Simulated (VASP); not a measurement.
Input of a VASP 6.6.1 run:

INCAR

```
SYSTEM = GaN
PREC     = Accurate       ! precision mode
ENCUT    = 600            ! plane-wave cutoff, eV
EDIFF    = 1E-7           ! SCF threshold, eV
ISMEAR   = 0              ! smearing method
SIGMA    = 0.03           ! smearing width, eV
LREAL    = .False.        ! projectors in reciprocal space
LASPH    = .True.         ! aspherical terms in the spheres
NELM     = 80             ! most SCF steps
ALGO     = Normal         ! electronic algorithm
ISIF     = 3              ! what is computed and relaxed
LWAVE    = .False.        ! write WAVECAR
LCHARG   = .False.        ! write CHGCAR
METAGGA  = R2SCAN         ! meta-GGA
LMIXTAU  = .True.       
IBRION   = 2              ! ionic algorithm
NSW      = 90             ! ionic steps
EDIFFG   = -0.005         ! ionic threshold
```

The input KPOINTS:

```
regular mesh
0
Gamma
  12 12 5
  0 0 0
```

The input POSCAR:

```
GaN                                     
1.0
    3.1881447712      0.0000000000     -0.0000000000
   -1.5940723856      2.7610143628      0.0000000000
   -0.0000000000      0.0000000000      5.1960951368
  Ga              N             
     2     2
Direct
     0.3333333332999970    0.6666666667000030    0.9991606869549807
     0.6666666667000030    0.3333333332999970    0.4991606869549806
     0.3333333332999970    0.6666666667000030    0.3758393130450194
     0.6666666667000030    0.3333333332999970    0.8758393130450193
```

Potentials or basis: VASP PAW PBE potentials, release 64 (Ga_d, N).

Launch:

```bash
$ cat potpaw_PBE.64/Ga_d/POTCAR potpaw_PBE.64/N/POTCAR > POTCAR
$ mpirun -np 1 vasp_std > vasp.out
```

(1) Estimate the relaxed volume.

(2) What does it give for the space group after relaxing (to 0.05 Å)?

(3) What does it give for the band gap on the k mesh?

## Answers

(1) 11.44 Å³/atom.

(2) P6_3mc (No. 186).

(3) 2.30 eV, direct.

Caveat: the PAW data sets were made with another functional, which shifts forces and pressure a little.
